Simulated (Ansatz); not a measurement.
# Na (P6_3/mmc) in Ansatz: further runs

The runs below take Na through single point, with PBEsol.

Everything below comes from runs of Ansatz 0.2.0. Logs are shortened: lines on timing, memory, paths and dates and some standing lists are left out, and cuts for length are marked.

### 1 Starting point

Symmetry: P6_3/mmc, No. 194, hexagonal system. The conventional cell has a = 3.700 Å, b = 3.700 Å, c = 12.036 Å, α = 90.00°, β = 90.00°, γ = 120.00°. Na (site symmetry -6m2) is surrounded by 12 Na at 3.69 to 3.70 Å. Na (site symmetry -3m) is surrounded by 12 Na at 3.69 to 3.70 Å.

This isn't the form of Na at room conditions, which is bcc.

### 2 Single point, PBEsol, 35.68 Å³/atom

Contents of input.yaml:

```yaml
crystal:
  lattice:
    - [3.7003831212, 0.0, 0.0]
    - [-1.8501915606, 3.2046257867, 0.0]
    - [0.0, 0.0, 12.0358286784]
  atoms:
    - { symbol: Na, position: [0.6666666667, 0.3333333333, 0.75] }
    - { symbol: Na, position: [0.0, 0.0, 0.5] }
    - { symbol: Na, position: [0.3333333333, 0.6666666667, 0.25] }
    - { symbol: Na, position: [0.0, 0.0, 0.0] }
hamiltonian:
  xc: pbesol
  pseudopotentials: { kind: paw }
kpoints:
  mp_grid: { grid: [7, 7, 2] }
scf:
  occupations: { method: fermi_dirac, width: 0.05 }
output:
  forces: true
  stress: true
  eigenvalues: true
  write_density: true
  write_potential: true
  elf: true
  volumetric_format: npy
```

Potentials or basis: Ansatz PAW.

Launch:

```
> ansatz run input.yaml --threads 2 --pin off --max-ram 5632MiB --backend cpu --events-out ev --progress --plain --runs-dir out
```

Standard output:

```text
Warning: RAYON_NUM_THREADS=2 ignored (pool sized by the plan → 2); use --threads N
Engine: ansatz 0.2.0, aarch64-unknown-linux-gnu
Pseudopotentials: kind: paw
Pseudopotential: Na, paw, valence charge 9, recommended cutoff 420 eV (normal), Na.paw.azcp
Functional definition: PBEsol
  exchange = pbesol_x
  correlation = pbesol_c
Crystal: 4 atoms, lattice volume = 142.725 Å³
Basis set: ecut = 420 eV, 2801 PW (Γ), exchange–correlation on 50×50×162 points (8 copies of the dense FFT grid, shifted against one another)
Bands: 22, of which v1, the nominal top of the filled ones, is band 18 counted from 1 (17 counted from 0)
Symmetry: 24 space group operations
Space group: P63/mmc (ITA 194), of the structure as read, at distance tolerance 5.2e-5 Å
k-points: 16 of 98
Non-local potential: Na, projectors of the file, l = 0: 3, l = 1: 2, l = 2: 1
PAW form: soft (Blöchl's): semilocal exchange-correlation on the pseudo side does not see the compensation charge
PAW frozen core: Na, regenerated for the run's functional, and the local potential with it (the file was generated under x = pbe(κ = 0.804, μ = 0.2195149727645171), c = pbe(β = 0.06672455060314922))
PAW one-centre angular grid: Na, 110 points (default); XC on 64 Gauss nodes
Initial density: superposition of atomic densities (neutral atoms: chi_scale 0, normalization atom), corrected by the library's trained network
Initial wavefunctions: pseudopotential atomic-orbital guess
Functional: x = pbesol(κ = 0.804, μ = 0.12345679012345678), c = pbesol(β = 0.046)
SCF iter   1: F=—  HF=-5903.508293 eV  |F-HF|=—  |Δ(HF+E_count)|=         —  Δρ=1.67e-3  dr2=1.75e-3  ethr=1.77e-3  ⟨swp⟩=5.3  Hψ=1460  notcnv=0
preconditioner: auto → Resta (q_TF=auto, 2.169 Å⁻¹)  ε∞=4.5  [insulator: Δε(μ)=0.288 eV  Ē_g=3.322 eV  σ=0.050 eV  W_gap=0.79  n_scr=26 (ndim 8)  ℏωp=6.2 eV  f_vac=0.000  D(μ)=1.17/eV (n_scr^D=4)  ε∞_Penn≈4.5]
SCF iter   2: F=—  HF=-5903.505158 eV  |F-HF|=—  |Δ(HF+E_count)|=   3.13e-3  Δρ=5.65e-4  dr2=2.84e-4  ethr=4.86e-6  ⟨swp⟩=2.3  Hψ=754  notcnv=0
SCF iter   3: F=—  HF=-5903.505098 eV  |F-HF|=—  |Δ(HF+E_count)|=   5.96e-5  Δρ=1.46e-4  dr2=2.65e-5  ethr=7.88e-7  ⟨swp⟩=2.0  Hψ=608  notcnv=0
SCF iter   4: F=—  HF=-5903.505116 eV  |F-HF|=—  |Δ(HF+E_count)|=   1.78e-5  Δρ=1.63e-4  dr2=1.53e-5  ethr=7.37e-8  ⟨swp⟩=2.0  Hψ=642  notcnv=0
SCF iter   5: F=—  HF=-5903.505102 eV  |F-HF|=—  |Δ(HF+E_count)|=   1.37e-5  Δρ=3.88e-5  dr2=9.74e-7  ethr=4.26e-8  ⟨swp⟩=2.0  Hψ=608  notcnv=0
SCF iter   6: F=-5903.505101 eV  HF=-5903.505102 eV  |F-HF|=3.72e-8  |Δ(HF+E_count)|=   8.21e-7  Δρ=6.12e-6  dr2=2.74e-8  ethr=2.78e-10  ⟨swp⟩=5.8  Hψ=2198  notcnv=0
SCF 1 converged in 6 iterations: F = -5903.505101 eV  dr2 = 2.74e-8
SCF converged after 6 iterations
Free energy (F): -5903.505101 eV
Harris-Foulkes:  -5903.505102 eV  (|F-HF|=3.72e-8)
Internal energy: -5903.494300 eV  (E = F + TS)
E sigma→0 (E₀):  -5903.499701 eV
Entropy (-TS):   -0.010802 eV (-2.700 meV/atom)
Fermi energy:    1.831099 eV
--- Per-component energies (eV) ---
  E_band       = -953.631834
  E_kinetic    = 480.968866
  E_local      = -5727.218204  (includes V_loc(G=0)·N_el)
  E_nonlocal   = 463.540061
  E_hartree    = 2090.099257
  E_xc         = -150.780516
  E_vxc        = -194.898729  (∫ρ·V_xc dr)
  E_paw        = -1013.800446  (= ΣΔE_a)
  E_vpaw       = -156.234852  (= ΣTr[D̂ρ^β])
  E_aug_tail   = -0.000090  (compensation charges beyond the density's cutoff)
  E_ewald      = -2046.522004
  E_core_change = 0.218775  (= ΣΔE_core)
  E_smearing   = -0.010802  (= −TS)
  E_closure    = -0.000000  (closes the sum)
  Σ components = -5903.505101   (vs F -5903.505101, Δ=0.00e0)
--- Forces (eV/Å), atoms counted from 1 ---
  atom   1  Na     0.00000000     0.00000000     0.00000000
  atom   2  Na     0.00000000     0.00000000     0.00000000
  atom   3  Na    -0.00000000    -0.00000000    -0.00000000
  atom   4  Na    -0.00000000     0.00000000     0.00000000
  max |Σ_I F_I| component: 7.89e-31 eV/Å
--- Stress (GPa, compression-positive) ---
       -0.021188      -0.000000       0.000000
       -0.000000      -0.021188      -0.000000
        0.000000      -0.000000       0.464412
  P = ⅓ Tr σ = 0.1407 GPa (1.407 kbar)
--- Band table (eV; the first three rows and the last of 16) ---
  k-point 0: bands = ["-50.8092", "-50.8082", "-50.8079", "-50.8069", "-22.9157", "-22.8954", "-22.8950", "-22.8810", "-22.8810", "-22.8782", "-22.8782", "-22.8781", "-22.8781", "-22.8753", "-22.8753", "-22.8746", "-1.4734", "-0.4114", "-0.4113", "2.4461", "2.9149", "7.5716"]
  k-point 1: bands = ["-50.8088", "-50.8088", "-50.8072", "-50.8072", "-22.9097", "-22.9097", "-22.8806", "-22.8806", "-22.8802", "-22.8802", "-22.8802", "-22.8802", "-22.8761", "-22.8761", "-22.8761", "-22.8761", "-1.2057", "-1.2057", "0.8850", "0.8850", "4.9266", "4.9266"]
  k-point 2: bands = ["-50.8088", "-50.8079", "-50.8076", "-50.8067", "-22.9131", "-22.8966", "-22.8963", "-22.8865", "-22.8828", "-22.8824", "-22.8819", "-22.8807", "-22.8796", "-22.8795", "-22.8762", "-22.8756", "-1.1653", "-0.1097", "-0.1097", "2.7191", "3.2122", "7.7669"]
  k-point 15: bands = ["-50.8066", "-50.8066", "-50.8063", "-50.8063", "-22.9072", "-22.9072", "-22.9059", "-22.9059", "-22.8977", "-22.8977", "-22.8944", "-22.8944", "-22.8873", "-22.8873", "-22.8833", "-22.8833", "2.3480", "2.3480", "4.0389", "4.0389", "4.2368", "4.2368"]
```

It took 1.6 s on 2 threads of Arm Neoverse V2, shared host; peak memory 0.35 GiB.

Results:

| Property | Result |
| --- | --- |
| Free energy | -5903.5051 eV |
| Pressure | 0.1 GPa |
| Band gap on the k mesh | none (metal or under the smearing width) |

Caveat: the PAW data sets come from PBE, with cores solved anew for the run's functional, which leaves a small shift of forces and pressure.

### 3 Single point, PBEsol, 36.42 Å³/atom

input.yaml: that of step 2 with these lines changed.

```diff
@@ -4,3 +4,3 @@
     - [-1.8501915606, 3.2046257867, 0.0]
-    - [0.0, 0.0, 12.0358286784]
+    - [0.0, 0.0, 12.2865751092]
   atoms:
@@ -21,5 +21 @@
   eigenvalues: true
-  write_density: true
-  write_potential: true
-  elf: true
-  volumetric_format: npy
```

Potentials or basis: Ansatz PAW.

Launch:

```
> ansatz run input.yaml --threads 2 --pin off --max-ram 5632MiB --backend cpu --events-out ev --progress --plain --runs-dir out
```

It took 1.1 s on 2 threads of Arm Neoverse V2, shared host; peak memory 0.35 GiB.

It converged, with:

```yaml
Free_energy: -5903.5093 eV
Pressure: 0.0 GPa
Band_gap_on_the_k_mesh: none (metal or under the smearing width)
```

Caveat: the PAW data sets come from PBE, with cores solved anew for the run's functional, which leaves a small shift of forces and pressure.
